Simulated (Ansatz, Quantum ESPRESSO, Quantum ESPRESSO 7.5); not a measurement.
# Ge chain with a H atom bridging one bond: ballistic transmission

Aim: the zero-bias transmission with pwcond for this junction: Ge chain with a H atom bridging one bond.

Main program and level: Quantum ESPRESSO 7.5; plane-wave DFT, LDA, GBRV ultrasoft pseudopotentials (cross-check by Ansatz 0.2.0 with PAW datasets).

## Step 1: The starting structure

The cell holds 11 atoms: 10 Ge and 1 H. Its edges and angles: a = 7.500 Å, b = 7.500 Å, c = 23.700 Å, α = 90.0°, β = 90.0°, γ = 90.0°. Regions: left lead, 5 atoms (5 Ge); channel, 1 atom (1 H); right lead, 5 atoms (5 Ge). Vacuum lies along a and b. The structure is stacked along c, and the current runs across the ab planes.

## Step 2: Self-consistent run

One periodic cell holds a stretch of lead, the junction and more lead; the atoms stay as built.

Input file scf.in:

```
&control
  prefix = 'scf'
  outdir = './out'
  pseudo_dir = './pseudo'
  calculation = 'scf'
  tprnfor = .true.
/
&system
  ibrav = 0
  nat = 11
  ntyp = 2
  ecutwfc = 34
  ecutrho = 170
  occupations = 'smearing'
  smearing = 'mv'
  degauss = 0.01
/
&electrons
  conv_thr = 1e-07
  mixing_beta = 0.25
  electron_maxstep = 120
  mixing_mode = 'local-TF'
/
ATOMIC_SPECIES
  Ge  72.6300  ge_lda_v1.4.uspp.F.UPF
  H   1.0080  h_lda_v1.4.uspp.F.UPF
CELL_PARAMETERS angstrom
  7.50000000000000 0.00000000000000 0.00000000000000
  0.00000000000000 7.50000000000000 0.00000000000000
  0.00000000000000 0.00000000000000 23.70000000000000
ATOMIC_POSITIONS crystal
  Ge  0.500000000000 0.500000000000 0.000000000000
  Ge  0.500000000000 0.500000000000 0.099156118143
  Ge  0.500000000000 0.500000000000 0.198312236287
  Ge  0.500000000000 0.500000000000 0.297468354430
  Ge  0.500000000000 0.500000000000 0.396624472574
  H   0.582711322000 0.500000000000 0.450421940928
  Ge  0.500000000000 0.500000000000 0.504219409283
  Ge  0.500000000000 0.500000000000 0.603375527426
  Ge  0.500000000000 0.500000000000 0.702531645570
  Ge  0.500000000000 0.500000000000 0.801687763713
  Ge  0.500000000000 0.500000000000 0.900843881857
K_POINTS automatic
  1 1 3 0 0 0
```

Run with:

```bash
$ OMP_NUM_THREADS=1 mpirun -n 2 pw.x -nk 1 -in scf.in > scf.out
```

The log of the run:

```text
Program PWSCF v.7.5 starts
[citation notice left out]

     Parallel version (MPI & OpenMP), running on       2 processor cores
     Number of MPI processes:                 2
     Threads/MPI process:                     1

     MPI processes distributed on     1 nodes
[...]
Current dimensions of program PWSCF are:
     Max number of different atomic species (ntypx) = 10
     Max number of k-points (npk) =  40000
     Max angular momentum in pseudopotentials (lmaxx) =  4
     Message from routine setup:
     using ibrav=0 with symmetry is DISCOURAGED, use correct ibrav instead

     R & G space division:  proc/nbgrp/npool/nimage =       2
     Subspace diagonalization in iterative solution of the eigenvalue problem:
     a serial algorithm will be used

     Parallelization info
     --------------------
     sticks:   dense  smooth     PW     G-vecs:    dense   smooth      PW
     Min        1354    1088    276               168270   120472   15442
     Max        1355    1089    277               168287   120479   15449
     Sum        2709    2177    553               336557   240951   30891

     Using Slab Decomposition

     bravais-lattice index     =            0
     lattice parameter (alat)  =      14.1729  a.u.
     unit-cell volume          =    8996.3734 (a.u.)^3
     number of atoms/cell      =           11
     number of atomic types    =            2
     number of electrons       =       141.00
     number of Kohn-Sham states=           85
     kinetic-energy cutoff     =      34.0000  Ry
     charge density cutoff     =     170.0000  Ry
     scf convergence threshold =      1.0E-07
     mixing beta               =       0.2500
     number of iterations used =            8  local-TF  mixing
     Exchange-correlation=  SLA  PZ   NOGX NOGC
                           (   1   1   0   0   0   0   0)

     celldm(1)=  14.172946  celldm(2)=   0.000000  celldm(3)=   0.000000
     celldm(4)=   0.000000  celldm(5)=   0.000000  celldm(6)=   0.000000

     crystal axes: (cart. coord. in units of alat)
               a(1) = (   1.000000   0.000000   0.000000 )
               a(2) = (   0.000000   1.000000   0.000000 )
               a(3) = (   0.000000   0.000000   3.160000 )

     reciprocal axes: (cart. coord. in units 2 pi/alat)
               b(1) = (  1.000000  0.000000  0.000000 )
               b(2) = (  0.000000  1.000000  0.000000 )
               b(3) = (  0.000000  0.000000  0.316456 )

     PseudoPot. # 1 for Ge read from file:
     ./pseudo/ge_lda_v1.4.uspp.F.UPF
     Pseudo is Ultrasoft + core correction, Zval = 14.0
     Generated by new atomic code, or converted to UPF format
     Using radial grid of  873 points,  6 beta functions with:
                l(1) =   0
                l(2) =   0
                l(3) =   1
                l(4) =   1
                l(5) =   2
                l(6) =   2
     Q(r) pseudized with  8 coefficients,  rinner =    1.400   1.400   1.400
                                                       1.400   1.400

     PseudoPot. # 2 for H  read from file:
     ./pseudo/h_lda_v1.4.uspp.F.UPF
     Pseudo is Ultrasoft, Zval =  1.0
     Generated by new atomic code, or converted to UPF format
     Using radial grid of  615 points,  2 beta functions with:
                l(1) =   0
                l(2) =   0
     Q(r) pseudized with  8 coefficients,  rinner =    0.700

     atomic species   valence    mass     pseudopotential
     Ge               14.00    72.63000     Ge( 1.00)
     H                 1.00     1.00800     H ( 1.00)

      2 Sym. Ops. (no inversion) found

   Cartesian axes

     site n.     atom                  positions (alat units)
         1        Ge     tau(   1) = (   0.5000000   0.5000000   0.0000000  )
         2        Ge     tau(   2) = (   0.5000000   0.5000000   0.3133333  )
         3        Ge     tau(   3) = (   0.5000000   0.5000000   0.6266667  )
         4        Ge     tau(   4) = (   0.5000000   0.5000000   0.9400000  )
         5        Ge     tau(   5) = (   0.5000000   0.5000000   1.2533333  )
         6        H      tau(   6) = (   0.5827113   0.5000000   1.4233333  )
         7        Ge     tau(   7) = (   0.5000000   0.5000000   1.5933333  )
         8        Ge     tau(   8) = (   0.5000000   0.5000000   1.9066667  )
         9        Ge     tau(   9) = (   0.5000000   0.5000000   2.2200000  )
        10        Ge     tau(  10) = (   0.5000000   0.5000000   2.5333333  )
        11        Ge     tau(  11) = (   0.5000000   0.5000000   2.8466667  )

     number of k points=     2  Marzari-Vanderbilt smearing, width (Ry)=  0.0100
                       cart. coord. in units 2pi/alat
        k(    1) = (   0.0000000   0.0000000   0.0000000), wk =   0.6666667
        k(    2) = (   0.0000000   0.0000000   0.1054852), wk =   1.3333333

     Dense  grid:   336557 G-vectors     FFT dimensions: (  60,  60, 192)

     Smooth grid:   240951 G-vectors     FFT dimensions: (  54,  54, 180)

     Estimated max dynamical RAM per process >     751.83 MB

     Estimated total dynamical RAM >       1.47 GB

     Check: negative core charge=   -0.000002

     Initial potential from superposition of free atoms

     starting charge     140.9929, renormalised to     141.0000

     negative rho (up, down):  1.767E-06 0.000E+00
     Starting wfcs are   91 randomized atomic wfcs

     total cpu time spent up to now is        5.4 secs

     per-process dynamical memory:   203.3 Mb

     Self-consistent Calculation

     iteration #  1     ecut=    34.00 Ry     beta= 0.25
     Davidson diagonalization with overlap
     ethr =  1.00E-02,  avg # of iterations =  2.0

     Threshold (ethr) on eigenvalues was too large:
     Diagonalizing with lowered threshold

     Davidson diagonalization with overlap
     ethr =  1.58E-04,  avg # of iterations =  3.0

     total cpu time spent up to now is       31.0 secs

     total energy              =   -2130.53716694 Ry
     estimated scf accuracy    <       0.24073148 Ry

     iteration #  2     ecut=    34.00 Ry     beta= 0.25
[...]
total energy              =   -2130.45956283 Ry
     estimated scf accuracy    <       0.16186401 Ry

     iteration #  3     ecut=    34.00 Ry     beta= 0.25
[...]
total energy              =   -2130.47802108 Ry
     estimated scf accuracy    <       0.01812342 Ry

     iteration #  4     ecut=    34.00 Ry     beta= 0.25
[...]
total energy              =   -2130.47641531 Ry
     estimated scf accuracy    <       0.01227819 Ry

     iteration #  5     ecut=    34.00 Ry     beta= 0.25
[...]
negative rho (up, down):  5.678E-08 0.000E+00

[...]
total energy              =   -2130.47568752 Ry
     estimated scf accuracy    <       0.00550747 Ry

     iteration #  6     ecut=    34.00 Ry     beta= 0.25
[...]
negative rho (up, down):  6.883E-08 0.000E+00

[...]
total energy              =   -2130.47604234 Ry
     estimated scf accuracy    <       0.00123569 Ry

     iteration #  7     ecut=    34.00 Ry     beta= 0.25
[...]
negative rho (up, down):  3.954E-05 0.000E+00

[...]
total energy              =   -2130.47628647 Ry
     estimated scf accuracy    <       0.00053759 Ry

     iteration #  8     ecut=    34.00 Ry     beta= 0.25
[...]
negative rho (up, down):  5.997E-05 0.000E+00

[...]
total energy              =   -2130.47639820 Ry
     estimated scf accuracy    <       0.00003490 Ry

     iteration #  9     ecut=    34.00 Ry     beta= 0.25
[...]
negative rho (up, down):  6.774E-05 0.000E+00

[...]
total energy              =   -2130.47640489 Ry
     estimated scf accuracy    <       0.00003373 Ry

     iteration # 10     ecut=    34.00 Ry     beta= 0.25
[...]
negative rho (up, down):  9.044E-05 0.000E+00

[...]
total energy              =   -2130.47640870 Ry
     estimated scf accuracy    <       0.00000111 Ry

     iteration # 11     ecut=    34.00 Ry     beta= 0.25
[...]
negative rho (up, down):  1.479E-04 0.000E+00

[...]
total energy              =   -2130.47640928 Ry
     estimated scf accuracy    <       0.00000035 Ry

     iteration # 12     ecut=    34.00 Ry     beta= 0.25
[...]
negative rho (up, down):  1.519E-04 0.000E+00

[...]
End of self-consistent calculation

          k = 0.0000 0.0000 0.0000 ( 30051 PWs)   bands (ev):

   -27.8148 -27.6466 -27.6371 -27.5428 -27.5204 -27.4856 -27.4631 -27.4551
   -27.4324 -27.4042 -27.4009 -27.3771 -27.3690 -27.3552 -27.3510 -27.3401
   -27.3388 -27.3385 -27.3355 -27.3290 -27.3050 -27.3008 -27.2876 -27.2870
   -27.2856 -27.2825 -27.2821 -27.2787 -27.2777 -27.2769 -27.2765 -27.2688
   -27.2655 -27.2599 -27.2596 -27.2469 -27.2466 -27.2358 -27.2357 -27.2355
   -27.2354 -27.2179 -27.2166 -27.1862 -27.1852 -27.1682 -27.1662 -27.1600
   -27.0984 -27.0480 -14.3517 -12.7195 -12.5550 -12.0684 -11.8053 -10.8253
   -10.4964  -8.9860  -8.6439  -6.6420  -6.1814  -4.4275  -3.9676  -3.8567
    -3.6949  -3.6933  -3.6804  -3.3664  -3.2848  -2.8890  -2.8864  -2.8742
    -2.8562  -1.6825  -1.5917  -1.5617  -1.5216  -0.1360  -0.0165   0.0887
     0.2027   0.2425   0.2773   0.7083   0.9526

          k = 0.0000 0.0000 0.1055 ( 30135 PWs)   bands (ev):

   -27.8147 -27.6608 -27.6087 -27.5688 -27.5192 -27.4857 -27.4661 -27.4330
   -27.4251 -27.4023 -27.3986 -27.3831 -27.3740 -27.3619 -27.3513 -27.3483
   -27.3456 -27.3436 -27.3300 -27.3267 -27.3140 -27.3072 -27.2874 -27.2870
   -27.2831 -27.2829 -27.2790 -27.2787 -27.2770 -27.2767 -27.2711 -27.2627
   -27.2598 -27.2598 -27.2525 -27.2470 -27.2466 -27.2359 -27.2357 -27.2355
   -27.2354 -27.2194 -27.2184 -27.1856 -27.1846 -27.1733 -27.1673 -27.1663
   -27.0925 -27.0494 -14.3517 -12.7366 -12.4966 -12.2031 -11.6078 -11.1197
   -10.1334  -9.4656  -8.0993  -7.2548  -5.5375  -4.6331  -4.0325  -3.9375
    -3.8719  -3.8412  -3.5573  -3.4726  -3.2665  -3.1981  -2.6424  -2.4764
    -2.2075  -2.0848  -2.0334  -1.1467  -1.0211  -1.0077  -0.4847  -0.4366
     0.5907   0.6954   0.7172   0.8209   1.1061

     the Fermi energy is    -2.8359 ev

!    total energy              =   -2130.47640948 Ry
     estimated scf accuracy    <       0.00000004 Ry
     smearing contrib. (-TS)   =      -0.00344670 Ry
     internal energy E=F+TS    =   -2130.47296279 Ry

     The total energy is F=E-TS. E is the sum of the following terms:
     one-electron contribution =   -2802.56416589 Ry
     hartree contribution      =    1473.71093598 Ry
     xc contribution           =    -571.59568055 Ry
     ewald contribution        =    -230.02405233 Ry

     convergence has been achieved in  12 iterations

     negative rho (up, down):  1.519E-04 0.000E+00

     Forces acting on atoms (cartesian axes, Ry/au):

     atom    1 type  1   force =    -0.00288640    0.00000000    0.00018833
     atom    2 type  1   force =     0.00582576    0.00000000    0.00168734
     atom    3 type  1   force =    -0.00460000    0.00000000   -0.00003795
     atom    4 type  1   force =     0.00747522    0.00000000   -0.01287418
     atom    5 type  1   force =    -0.10102574    0.00000000   -0.13178632
     atom    6 type  2   force =     0.19042351    0.00000000    0.00000033
     atom    7 type  1   force =    -0.10102621    0.00000000    0.13178438
     atom    8 type  1   force =     0.00747826    0.00000000    0.01287815
     atom    9 type  1   force =    -0.00460038    0.00000000    0.00001888
     atom   10 type  1   force =     0.00582244    0.00000000   -0.00167440
     atom   11 type  1   force =    -0.00288646    0.00000000   -0.00018455

     Total force =     0.303289     Total SCF correction =     0.000537

[...]
=------------------------------------------------------------------------------=
   JOB DONE.
=------------------------------------------------------------------------------=
```

The job ended after 3.1 min (2 MPI ranks of Arm Neoverse N1, shared host; peak memory 1.5 GiB; 6.3 min of CPU time).

This step gave:

- free energy: -28986.6082 eV
- Fermi energy: -2.836 eV

The program's own clock; routines nest. Time by routine:

```csv
routine,wall time (s),calls
PWSCF,187.3,1
electrons,179,1
c_bands,118,13
cegterg,115.3,26
h_psi,79.16,144
fftw,70.38,12364
vloc_psi,61.56,144
sum_band,31.22,13
mix_rho,17.47,13
calbec,13.24,178
newd,12.67,13
ffts,11.21,1379
add_vuspsi,8.56,144
h_psi:calbec,8.52,144
```

The run needed 12 iterations to bring the estimated error under 1e-07 Ry; the largest force on any atom, held or free, is 4.90 eV/Å.

[end of part 1 of 4]

[Logs are printed without paths, hosts, clocks, repeated set-up lines and the standing remarks that a program may print on its own settings, such as how far it seeks lower states.]

[Hosts, paths, dates, database ids (printed as entryN), source tags and the programs' standing remarks are cut or masked in the printed files.]

[Maps of the electrostatic potential energy from Ansatz leave out the sawtooth potential of an applied field or a dipole correction, so their vacuum need not be flat; planar profiles and work functions include it.]
